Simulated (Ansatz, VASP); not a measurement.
## One calculation of Cu, two programs

```
CELL_PARAMETERS angstrom
-1.41584 1.41584 1.41584
1.41584 -1.41584 1.41584
1.41584 1.41584 -1.41584
ATOMIC_POSITIONS crystal
Cu 0.00000 0.00000 0.00000
```

Alike in both runs: functional PBEsol; k mesh 15 × 15 × 15; occupations fermi-dirac, width 0.1 eV; no spin polarisation.

Ansatz relaxed the structure, and its values are those at the end. VASP's run is a single point on that final structure, the one shown.

|  | VASP | Ansatz |
| --- | --- | --- |
| version | VASP 6.6.1 | Ansatz 0.2.0 |
| potentials or method | VASP PAW PBE potentials, release 64 (Cu) | plane waves (420 eV) with PAW, scalar-relativistic |
| plane-wave cutoff (eV) | 520 | 420 |
| valence electrons in the cell | 11 | 19 |

Ansatz gave:

- pressure (GPa): 0.0

Problem. What did VASP give for the same quantities?

Solution. Pressure (GPa): 0.7.

The two sets of potentials don't hold the same shells in valence. Ansatz warned: «pseudo_functional_mismatch».

Caveats: the PAW data sets were made with another functional, which shifts forces and pressure a little (VASP).
